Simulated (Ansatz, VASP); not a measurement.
# Two plane-wave programs on Na

File INCAR:

```
PREC = Accurate
ENCUT = 520
EDIFF = 1E-6
ISMEAR = -1
SIGMA = 0.1
LREAL = F
LASPH = T
NELM = 100
ALGO = Fast
ISIF = 2
LWAVE = F
LCHARG = T
GGA = RP
LELF = T
LVHAR = T
NBANDS = 18
```

File KPOINTS:

```
Automatic mesh
0
Gamma
  7 7 10
```

The input POSCAR:

```
Na
1.0
    6.1448216752      0.0000000000      0.0000000000
   -3.0724108376      5.3215716725      0.0000000000
    0.0000000000      0.0000000000      3.6454797792
Na
3
Direct
    1.0000000000      1.0000000000      1.0000000000
    0.3333333333      0.6666666667      0.5000000000
    0.6666666667      0.3333333333      0.5000000000
```

Input for Ansatz:

```yaml
crystal:
  lattice:
    - [6.1448216752, 0.0, 0.0]
    - [-3.0724108376, 5.3215716725, 0.0]
    - [0.0, 0.0, 3.6454797792]
  atoms:
    - { symbol: Na, position: [1.0, 1.0, 1.0] }
    - { symbol: Na, position: [0.3333333333, 0.6666666667, 0.5] }
    - { symbol: Na, position: [0.6666666667, 0.3333333333, 0.5] }
hamiltonian:
  xc: rpbe
  pseudopotentials:
    kind: paw
    azcp:
      Na: "pseudopotentials/Na.paw.azcp"
basis:
  ecutwfc: 420
  fft_grid_basis: typed
kpoints:
  mp_grid: { grid: [7, 7, 10], shift: [0, 0, 0] }
magnetization:
  spin_polarized: false
scf:
  occupations: { method: fermi_dirac, width: 0.1 }
  lower_state_search: "off"
output:
  stress: true
  write_density: true
  write_potential: true
  elf: true
  volumetric_format: npy
```

Alike in both runs: task single point; functional RPBE; k mesh 7 × 7 × 10; occupations fermi-dirac, width 0.1 eV; no spin polarisation.

|  | VASP | Ansatz |
| --- | --- | --- |
| version | VASP 6.6.1 | Ansatz 0.2.0 |
| potentials or method | VASP PAW PBE potentials, release 64 (Na_pv) | plane waves (420 eV) with PAW, scalar-relativistic |
| plane-wave cutoff (eV) | 520 | 420 |
| valence electrons in the cell | 21 | 27 |

Ansatz gave:

| Property | Result |
| --- | --- |
| pressure (GPa) | 0.0 |
| largest component of the traceless stress (GPa) | 0.09 |

Q: What did VASP give for the same quantities?

A: Pressure (GPa): 0.0; largest component of the traceless stress (GPa): 0.08.

With one functional, cell and mesh, what is left measures potentials, basis and numerics. The two sets of potentials don't hold the same shells in valence.

Caveats: the PAW data sets were made with another functional, which shifts forces and pressure a little (VASP).
